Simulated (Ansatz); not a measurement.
Results of rVV10 (plane waves, PAW; Ansatz, a program for electronic structure) for α-quartz-type GeO2 (metastable phase).

Run with plane-wave cutoff 520 eV, 12×12×6 k mesh (along the axes of the cell as run), Fermi–Dirac smearing 0.01 eV, scalar-relativistic PAW data made under PBE.

Energies at three volumes about the minimum:

| V (Å³/atom) | E − E_lowest (meV/atom) |
|---|---|
| 13.470 | 0.73 |
| 13.745 | 0.00 |
| 14.020 | 0.69 |

Q: Fit a parabola by hand: where is the minimum, and what is the bulk modulus?

A: Slopes: (0.00 − 0.73)/(13.745 − 13.470) = -2.655 and (0.69 − 0.00)/(14.020 − 13.745) = 2.509 meV/Å³. Curvature E″ = 2 × (2.509 − (-2.655))/(14.020 − 13.470) = 18.778 meV/Å⁶. From the middle of the first interval, the slope vanishes at V0 = 13.6075 − (-2.655)/18.778 = 13.749 Å³/atom. B = V0 E″ = 13.749 × 18.778 meV/Å³ × 0.1602 GPa per meV/Å³ = 41.4 GPa. The full Birch–Murnaghan fit to all volumes gives V0 = 13.745 Å³/atom and B0 = 41.4 GPa.

Shape and atoms are relaxed at each volume.

Measured, for comparison: bulk modulus 42 GPa (room temperature, no zero-point or thermal correction, from measured elastic constants; as tabulated in Sevik and Bulutay (2007), arXiv:cond-mat/0610176). Computed (rounded) less measured: bulk modulus -1 %.

Note: the bulk modulus comes from volumes at which shape and atoms were relaxed.
